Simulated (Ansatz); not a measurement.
**ZnCu (COD cell start) from one functional to the next**

The compound was started in one structure type and brought to zero pressure at each level (plane-wave PAW code Ansatz, Gaussian smearing of 0.05 eV, scalar-relativistic unless SOC, spin–orbit coupling, is named).

The start was a cell as deposited in COD.

The cell at PBE (neighbours within 15 % of each site's shortest distance, so a longer bond may be listed from one end only): The structure is cubic, space group Pm-3m (No. 221). Conventional cell: a = 2.965 Å, b = 2.965 Å, c = 2.965 Å, α = 90.00°, β = 90.00°, γ = 90.00°. Zn (site symmetry m-3m) is surrounded by 8 Cu at 2.57 Å. Cu (site symmetry m-3m) has 8 Zn at 2.57 Å as nearest neighbours.

| level | cutoff (eV) | k-mesh | final group | a (Å) | V (Å³/atom) | gap (eV) | B0 (GPa) | E_f (eV/atom) |
| --- | --- | --- | --- | --- | --- | --- | --- | --- |
| PBE | 420 | 12×12×12 | Pm-3m | 2.965 | 13.03 | metal | 114 | -0.09 |
| r²SCAN | 500 | 12×12×12 | Pm-3m | 2.920 | 12.45 | metal | 134 | -0.10 |

Volumes against PBE: r²SCAN −4.5 %. The functionals agree on the formation energy within the error of about 0.01 to 0.02 eV/atom.

The PAW datasets were made for PBE. E_f is the formation energy from the elements run alike, at 0 K, without zero-point energy; it is good to about 0.01 eV/atom as a calculation.

All runs used the PAW datasets of the set soft_2.
